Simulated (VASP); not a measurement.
Input of a VASP 6.6.1 run:

File INCAR:

```
SYSTEM = LiF
ALGO = Normal
EDIFF = 1E-6
ENCUT = 520
GGA = PE
ISIF = 2
ISMEAR = 0
LASPH = .TRUE.
LCHARG = .FALSE.
LREAL = .FALSE.
LWAVE = .FALSE.
NBANDS = 12
NELM = 80
PREC = Accurate
SIGMA = 0.05
```

The input KPOINTS:

```
k-points
0
G
  11 11 11
  0 0 0
```

POSCAR

```
LiF
2.8482
    0.000000000000      0.707113264518      0.707113264518
    0.707113264518      0.000000000000      0.707113264518
    0.707113264518      0.707113264518      0.000000000000
F Li
1 1
Direct
    0.5000000000      0.5000000000      0.5000000000
    0.0000000000      0.0000000000      0.0000000000
```

Potentials or basis: VASP PAW PBE potentials, release 54 (F, Li_sv).

Run with:

```sh
$ cat potpaw_PBE.54/F/POTCAR potpaw_PBE.54/Li_sv/POTCAR > POTCAR
$ mpirun -np 1 vasp_std > vasp.out
```

What does it give for the band gap on the k mesh?

9.09 eV, direct.

Caveat: an odd mesh through Γ misses points on the zone boundary, where band edges often lie.
